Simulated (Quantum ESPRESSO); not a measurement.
Wanted: the native input for a Quantum ESPRESSO 7.5 run.

| Property | Result |
| --- | --- |
| Task | relaxation of cell and atoms |
| Functional | PBEsol |
| Potentials or basis | GBRV 1.5 PBEsol |
| Cutoff | 871 eV |
| Density cutoff | 7007 eV |
| k mesh | 13 × 13 × 13 |
| Occupations | fermi-dirac, width 0.05 eV |
| Spin | no spin polarisation |
| Target pressure | 2 GPa |
| Mixing beta | 0.5 |
| Most SCF iterations | 120 |
| SCF threshold | 2e-10 Ry |
| Most ionic steps | 40 |
| Forc conv thr | 0.0004 Ry/bohr |
| Etot conv thr | 1e-05 Ry |
| Ion dynamics | bfgs |
| Cell dynamics | bfgs |
| Press conv thr | 0.3 kbar |

Cu:

```xyz
1
Lattice="-1.4428 1.4428 1.3761 1.4428 -1.4428 1.3761 1.4428 1.4428 -1.3761" Properties=species:S:1:pos:R:3 pbc="T T T"
Cu    0.0000    0.0000    0.0000
```

This isn't the form of Cu at room conditions, which is fcc.

These files were run (other wordings do the same):

pw.in

```
&CONTROL
  calculation = 'vc-relax'
  prefix = 'pwscf'
  outdir = './tmp'
  pseudo_dir = './pseudo'
  tprnfor = .true.
  tstress = .true.
  disk_io = 'low'
  nstep = 40
  forc_conv_thr = 0.0004
  etot_conv_thr = 1d-05
/
&SYSTEM
  ibrav = 0
  nat = 1
  ntyp = 1
  ecutwfc = 64
  ecutrho = 515
  nbnd = 16
  occupations = 'smearing'
  smearing = 'fd'
  degauss = 0.00367493
/
&ELECTRONS
  conv_thr = 2d-10
  electron_maxstep = 120
  mixing_beta = 0.5
/
&IONS
  ion_dynamics = 'bfgs'
/
&CELL
  cell_dynamics = 'bfgs'
  press = 20
  press_conv_thr = 0.3
/
ATOMIC_SPECIES
Cu    63.5460 cu_pbesol_v1.2.uspp.F.UPF
CELL_PARAMETERS bohr
  -2.7264842292    2.7264842292    2.6004170657
   2.7264842292   -2.7264842292    2.6004170657
   2.7264842292    2.7264842292   -2.6004170657
ATOMIC_POSITIONS bohr
Cu     0.0000000000    0.0000000000    0.0000000000
K_POINTS automatic
13 13 13 0 0 0
```

Potentials or basis: GBRV 1.5 PBEsol.

Command:

```sh
$ OMP_NUM_THREADS=1 mpirun -n 2 pw.x -nk 2 -in pw.in > pw.out
```

Results of the run:

```
Relaxed volume                                         : 11.26 Å³/atom
Relaxed cell                                           : a = 2.446 Å, b = 2.446 Å, c = 2.446 Å, α = 108.39°, β = 108.39°, γ = 111.66°
Space group after relaxing (to 0.05 Å)                 : I4/mmm (No. 139)
Energy change on relaxing (the enthalpy is what falls) : +0.6 meV/atom
Ionic steps                                            : 9
Pressure after relaxing                                : 2.0 GPa
Band gap on the k mesh                                 : none (metal or under the smearing width)
```

Run time: 2.6 min on 2 MPI ranks on Arm Neoverse V1, on a shared host, peak memory 0.18 GiB a rank.
